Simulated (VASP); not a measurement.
# GaS2 in VASP: a series of runs

One sheet, GaS2, is run at these levels: PBE; tasks: single point.

All numbers are computed with VASP 6.6.1; they aren't measurements. Logs are shortened: lines on timing, memory, paths and dates and some standing lists are left out, and cuts for length are marked.

### Step 1. Starting point

The cell holds a sheet with vacuum, 3 atoms: a = 2.583 Å, b = 2.583 Å, c = 34.301 Å, α = 90.00°, β = 90.00°, γ = 90.00°.

The cell was built by a generator and needn't be a form met in nature.

### Step 2. Single point, PBE (species swapped into a sheet of the Te2Au type)

The input, INCAR:

```
SYSTEM = GaS2
PREC = Accurate
ENCUT = 520
EDIFF = 1E-6
ISMEAR = 0
SIGMA = 0.1
LREAL = .False.
LASPH = .True.
NELM = 100
ALGO = Fast
ISIF = 2
LWAVE = .False.
LCHARG = .False.
LDIPOL = .True.
IDIPOL = 3
DIPOL = 0.5 0.5 0.277
GGA = PE
NBANDS = 20
```

The input, KPOINTS:

```
Automatic mesh
0
Gamma
  18 18 1
  0 0 0
```

The input, POSCAR:

```
GaS2
1.0
    2.5833671787      0.0000000000      0.0000000000
    0.0000000000      2.5833671787      0.0000000000
    0.0000000000      0.0000000000     34.3011845863
Ga S
1 2
Direct
    0.0000000000      0.0000000000      0.2769583650
    0.0000000000      0.0000000000      0.3496467447
    0.0000000000      0.0000000000      0.2042699853
```

Potentials or basis: VASP PAW PBE potentials, release 64 (Ga_d, S).

The run is started by

```bash
cat potpaw_PBE.64/Ga_d/POTCAR potpaw_PBE.64/S/POTCAR > POTCAR
mpirun -np 1 vasp_std > vasp.out
```

OUTCAR:

```text
SYSTEM = GaS2
   PREC = Accurate
   ENCUT = 520
   EDIFF = 1E-6
   ISMEAR = 0
   LREAL = .False.
   LASPH = .True.
   NELM = 100
   ISIF = 2
   GGA = PE

 ion  position               nearest neighbor table
   1  0.000  0.000  0.277-   3 2.49   2 2.49
   2  0.000  0.000  0.350-   1 2.49
   3  0.000  0.000  0.204-   1 2.49

  LATTYP: Found a simple tetragonal cell.
 ALAT       =     2.5833671787
 C/A-ratio  =    13.2777039474

  Lattice vectors:

 A1 = (   2.5833671787,   0.0000000000,   0.0000000000)
 A2 = (   0.0000000000,   2.5833671787,   0.0000000000)
 A3 = (   0.0000000000,   0.0000000000,  34.3011845863)

Analysis of symmetry for initial positions (statically):
=====================================================================
 Subroutine PRICEL returns:
 Original cell was already a primitive cell.

 Routine SETGRP: Setting up the symmetry group for a
 simple tetragonal supercell.

 Subroutine GETGRP returns: Found 16 space group operations
 (whereof  8 operations were pure point group operations)
 out of a pool of 16 trial point group operations.

The static configuration has the point symmetry C_4v.
 The point group associated with its full space group is D_4h.

Analysis of symmetry for dynamics (positions and initial velocities):
=====================================================================
 Subroutine PRICEL returns:
 Original cell was already a primitive cell.

 Routine SETGRP: Setting up the symmetry group for a
 simple tetragonal supercell.

 Subroutine GETGRP returns: Found 16 space group operations
 (whereof  8 operations were pure point group operations)
 out of a pool of 16 trial point group operations.

The dynamic configuration has the point symmetry C_4v.
 The point group associated with its full space group is D_4h.

 Subroutine INISYM returns: Found 16 space group operations
 (whereof  8 operations are pure point group operations),
 and found     1 'primitive' translations

----------------------------------------------------------------------------------------

                                     Primitive cell

  volume of cell :     228.9188

  direct lattice vectors                    reciprocal lattice vectors
     2.583367179  0.000000000  0.000000000     0.387091703  0.000000000  0.000000000
     0.000000000  2.583367179  0.000000000     0.000000000  0.387091703  0.000000000
     0.000000000  0.000000000 34.301184586     0.000000000  0.000000000  0.029153512

  length of vectors
     2.583367179  2.583367179 34.301184586     0.387091703  0.387091703  0.029153512

  position of ions in fractional coordinates (direct lattice)
     0.000000000  0.000000000  0.276958365
     0.000000000  0.000000000  0.349646745
     0.000000000  0.000000000  0.204269985

  ion indices of the primitive-cell ions
   primitive index   ion index
                 1           1
                 2           2
                 3           3

----------------------------------------------------------------------------------------

 KPOINTS: Automatic mesh

Automatic generation of k-mesh.
 Grid dimensions read from file:
 generate k-points for:   18   18    1

 Generating k-lattice:

  Cartesian coordinates                     Fractional coordinates (reciprocal lattice)
     0.021505095  0.000000000  0.000000000     0.055555556  0.000000000  0.000000000
     0.000000000  0.021505095  0.000000000     0.000000000  0.055555556  0.000000000
     0.000000000  0.000000000  0.029153512     0.000000000  0.000000000  1.000000000

  Length of vectors
     0.021505095  0.021505095  0.029153512

  Shift w.r.t. Gamma in fractional coordinates (k-lattice)
     0.000000000  0.000000000  0.000000000

 Subroutine IBZKPT returns following result:
 ===========================================

 Found     55 irreducible k-points:

 Following reciprocal coordinates:
            Coordinates               Weight
  0.000000  0.000000  0.000000      1.000000
  0.055556  0.000000  0.000000      4.000000
  0.111111  0.000000  0.000000      4.000000
  0.166667  0.000000  0.000000      4.000000
  0.222222  0.000000  0.000000      4.000000
  0.277778  0.000000  0.000000      4.000000
[... 16 lines left out ...]
  0.277778  0.111111  0.000000      8.000000
  0.333333  0.111111  0.000000      8.000000
 [... further k-points ...]
   k-points           NKPTS =     55   k-points in BZ     NKDIM =     55   number of bands    NBANDS=     20
   number of dos      NEDOS =    301   number of ions     NIONS =      3
   total plane-waves  NPLWV = 102400
   dimension x,y,z NGX =    20 NGY =   20 NGZ =  256
   dimension x,y,z NGXF=    40 NGYF=   40 NGZF=  512
   ions per type =               1   2
   NGX,Y,Z   is equivalent  to a cutoff of  12.87, 12.87, 12.41 a.u.
   NGXF,Y,Z  is equivalent  to a cutoff of  25.74, 25.74, 24.81 a.u.
 SYSTEM =  GaS2
   PREC   = accura    normal or accurate (medium, high low for compatibility)
   ISTART =      0    job   : 0-new  1-cont  2-samecut
   ICHARG =      2    charge: 1-file 2-atom 10-const
   ISPIN  =      1    spin polarized calculation?
   LNONCOLLINEAR =      F non collinear calculations
   LSORBIT =      F    spin-orbit coupling
   LASPH  =      T    aspherical Exc in radial PAW
   ENCUT  =  520.0 eV  38.22 Ry    6.18 a.u.   4.80  4.80 63.78*2*pi/ulx,y,z
   NELM   =    100;   NELMIN=  2; NELMDL= -5     # of ELM steps
   EDIFF  = 0.1E-05   stopping-criterion for ELM
   LREAL  =      F    real-space projection
   EDIFFG = 0.1E-04   stopping-criterion for IOM
   NSW    =      0    number of steps for IOM
   IBRION =     -1    ionic relax: 0-MD 1-quasi-New 2-CG
   NFREE  =      0    steps in history (QN), initial steepest desc. (CG)
   ISIF   =      2    stress and relaxation
   ISYM   =      2    0-nonsym 1-usesym 2-fastsym
   POTIM  = 0.5000    time-step for ionic-motion
   TEBEG  =    0.0;   TEEND  =   0.0 temperature during run
   PSTRESS=    0.0 pullay stress
   NELECT =      25.0000    total number of electrons
   NUPDOWN=      -1.0000    fix difference up-down
   EMIN   =  10.00;   EMAX   =-10.00  energy-range for DOS
   EFERMI =   0.00;   METHOD = LEGACY
   ISMEAR =     0;   SIGMA  =   0.10  broadening in eV -4-tet -1-fermi 0-gaus
   EFERMI_NEDOS =   21; number of points for ismear=-14 and -15
   IALGO  =     68    algorithm
   IMIX   =      4    mixing-type and parameters
     AMIX     =   0.40;   BMIX     =  1.00
     AMIX_MAG =   1.60;   BMIX_MAG =  1.00
  volume/ion in A,a.u.               =      76.31       514.94
  Fermi-wavevector in a.u.,A,eV,Ry     =   0.782518  1.478745  8.331317  0.612335
  Thomas-Fermi vector in A             =   1.886258
   LORBIT       =      0    0 simple, 1 ext, 2 COOP (PROOUT), +10 PAW based schemes
   GGA     = PE    functional components
   LHFCALC =     F    Hartree Fock is set to
   AEXX    =    0.0000 exact exchange contribution
   IVDW    =     0    specifies the selected vdW correction
   LEPSILON=     F    determine dielectric tensor
   LRPA    =     F    only Hartree local field effects (RPA)
 non-spin polarized calculation
 RMM-DIIS sequential band-by-band and
 Gauss-broadening in eV      SIGMA  =   0.10
  energy-cutoff  :      520.00
  volume of cell :      228.92
 maximum number of plane-waves:      6244
 NGX is ok and might be reduce to    20
   NGX =  9   NGY =  9   NGZ =127

 dipolmoment           0.000000      0.000000     -0.000003 electrons x Angstroem

 number of electron      24.9999999 magnetization

 dipolmoment           0.000000      0.000000      0.000001 electrons x Angstroem

 Free energy of the ion-electron system (eV)
  ---------------------------------------------------
  ext. energy  EPLUGINS =         0.00000000
  ---------------------------------------------------
  free energy    TOTEN  =       -10.45118686 eV

  energy without entropy =      -10.44562468  energy(sigma->0) =      -10.44840577

 E-fermi :  -2.5726     XC(G=0):  -2.8133

 val. band max:       -2.5876551995   @ k =   0.5000   0.2222   0.0000
 cond. band min:      -2.5436594154   @ k =   0.1667   0.1667   0.0000
 fundamental gap:      0.0439957840
 Fermi energy:        -2.5725895827

 k-point     1 :       0.0000    0.0000    0.0000
  band No.  band energies     occupation
      1     -18.3343      2.00000
      2     -18.1180      2.00000
      3     -17.9695      2.00000
      4     -17.6529      2.00000
      5     -17.4767      2.00000
      6     -17.4767      2.00000
[... 12 lines left out ...]
     19       3.0502      0.00000
     20       3.3036      0.00000

 k-point     2 :       0.0556    0.0000    0.0000
  band No.  band energies     occupation
      1     -18.2982      2.00000
      2     -18.1070      2.00000
      3     -17.9182      2.00000
      4     -17.6252      2.00000
      5     -17.4822      2.00000
      6     -17.4760      2.00000
[... 12 lines left out ...]
     19       3.1168      0.00000
     20       3.3715      0.00000

 k-point     3 :       0.1111    0.0000    0.0000
  band No.  band energies     occupation
      1     -18.2012      2.00000
      2     -18.0767      2.00000
      3     -17.7731      2.00000
      4     -17.5319      2.00000
      5     -17.4901      2.00000
      6     -17.4740      2.00000
[... 12 lines left out ...]
     19       3.3168      0.00000
     20       3.5733      0.00000

 k-point     4 :       0.1667    0.0000    0.0000
  band No.  band energies     occupation
      1     -18.0868      2.00000
      2     -18.0223      2.00000
      3     -17.6274      2.00000
      4     -17.4708      2.00000
      5     -17.4541      2.00000
      6     -17.4083      2.00000
[... 12 lines left out ...]
     19       3.6468      0.00000
     20       3.8003      0.00000

 k-point     5 :       0.2222    0.0000    0.0000
  band No.  band energies     occupation
      1     -18.0285      2.00000
      2     -17.9117      2.00000
      3     -17.6290      2.00000
      4     -17.4862      2.00000
      5     -17.4669      2.00000
      6     -17.0930      2.00000
[... 12 lines left out ...]
     19       3.8001      0.00000
     20       4.0950      0.00000

 k-point     6 :       0.2778    0.0000    0.0000
  band No.  band energies     occupation
      1     -17.9969      2.00000
      2     -17.7952      2.00000
      3     -17.6663      2.00000
      4     -17.5200      2.00000
      5     -17.4628      2.00000
      6     -16.6666      2.00000
[... 12 lines left out ...]
     19       4.4178      0.00000
     20       4.6084      0.00000

 k-point     7 :       0.3333    0.0000    0.0000
  band No.  band energies     occupation
      1     -17.9743      2.00000
      2     -17.7056      2.00000
      3     -17.6962      2.00000
      4     -17.5517      2.00000
      5     -17.4589      2.00000
      6     -16.1869      2.00000
[... 12 lines left out ...]
     19       5.1657      0.00000
     20       5.1690      0.00000
[... 277 lines left out ...]
 k-point    20 :       0.1111    0.1111    0.0000
  band No.  band energies     occupation
      1     -18.0949      2.00000
      2     -18.0299      2.00000
      3     -17.6276      2.00000
      4     -17.5034      2.00000
      5     -17.4609      2.00000
      6     -17.4194      2.00000
[... 12 lines left out ...]
     19       3.5836      0.00000
     20       3.8445      0.00000

 k-point    21 :       0.1667    0.1111    0.0000
  band No.  band energies     occupation
      1     -18.0083      2.00000
      2     -17.9705      2.00000
      3     -17.5910      2.00000
      4     -17.5090      2.00000
      5     -17.4859      2.00000
      6     -17.2188      2.00000
[... 12 lines left out ...]
     19       3.9140      0.00000
     20       4.0286      0.00000

 k-point    22 :       0.2222    0.1111    0.0000
  band No.  band energies     occupation
      1     -17.9617      2.00000
      2     -17.8682      2.00000
      3     -17.6179      2.00000
      4     -17.5201      2.00000
      5     -17.5039      2.00000
      6     -16.8784      2.00000
[... 12 lines left out ...]
     19       4.0730      0.00000
     20       4.3611      0.00000

 k-point    23 :       0.2778    0.1111    0.0000
  band No.  band energies     occupation
      1     -17.9302      2.00000
      2     -17.7635      2.00000
      3     -17.6586      2.00000
      4     -17.5565      2.00000
      5     -17.4979      2.00000
      6     -16.4494      2.00000
[... 12 lines left out ...]
     19       4.6922      0.00000
     20       4.8771      0.00000

 k-point    24 :       0.3333    0.1111    0.0000
  band No.  band energies     occupation
      1     -17.9072      2.00000
      2     -17.6987      2.00000
      3     -17.6708      2.00000
      4     -17.5906      2.00000
      5     -17.4926      2.00000
      6     -15.9691      2.00000
[... 12 lines left out ...]
     19       5.4436      0.00000
     20       5.4429      0.00000

 [... further k-points ...]

------------------------ aborting loop because EDIFF is reached ----------------------------------------

 vacuum level on the upper side and lower side of the slab       (xc-potential included)        -0.009        -0.009

  FORCE on cell =-STRESS in cart. coord.  units (eV):
  Direction    XX          YY          ZZ          XY          YZ          ZX
  --------------------------------------------------------------------------------------
  -------------------------------------------------------------------------------------
  Total       -0.0032560     -0.0032560     -0.0252639      0.0000000      0.0000000      0.0000000
  in kB       -0.0227882     -0.0227882     -0.1768191      0.0000000      0.0000000      0.0000000
  external PRESSURE =      -0.0741318 kB  Pullay stress =       0.0000000 kB

 VOLUME and BASIS-vectors are now :
 -----------------------------------------------------------------------------
  energy-cutoff  :      520.00
  volume of cell :      228.92
      direct lattice vectors                 reciprocal lattice vectors
     2.583367179  0.000000000  0.000000000     0.387091703  0.000000000  0.000000000
     0.000000000  2.583367179  0.000000000     0.000000000  0.387091703  0.000000000
     0.000000000  0.000000000 34.301184586     0.000000000  0.000000000  0.029153512

 POSITION                                       TOTAL-FORCE (eV/Angst)
 -----------------------------------------------------------------------------------
      0.00000      0.00000      9.50000         0.000000      0.000000     -0.000000
      0.00000      0.00000     11.99330         0.000000     -0.000000     -0.002124
      0.00000      0.00000      7.00670         0.000000      0.000000      0.002124
 -----------------------------------------------------------------------------------
    total drift:                                0.000000      0.000000      0.000071

  FREE ENERGIE OF THE ION-ELECTRON SYSTEM (eV)
  ---------------------------------------------------
  free  energy   TOTEN  =       -10.4511868645 eV

  energy  without entropy=      -10.4456246842  energy(sigma->0) =      -10.44840577

 vacuum level on the upper side and lower side of the slab         2.624         2.624
```

Run time: 3.7 min. Hardware: 1 thread of Intel Xeon 6975P-C (Granite Rapids), shared host; peak memory 0.45 GiB.

Results:

* Free energy: -10.4512 eV
* Band gap on the k mesh: none (metal or under the smearing width)

Forces on the atoms (eV/Å):
```
Ga   0.000  0.000  0.000
S    0.000  0.000 -0.002
S    0.000  0.000  0.002
```

Levels at points of the mesh, in eV from the Fermi level:
```csv
k point,band 10,band 11,band 12,band 13,band 14,band 15
"(0.00, 0.00, 0.00)",-2.80,2.51,2.51,2.55,2.55,2.60
"(0.50, 0.00, 0.00)",-5.21,-3.08,-2.88,0.20,3.97,4.01
"(0.50, 0.50, 0.00)",-4.49,-4.49,-1.53,-0.90,0.84,0.84
```

(Continued in part 2 of 2.)
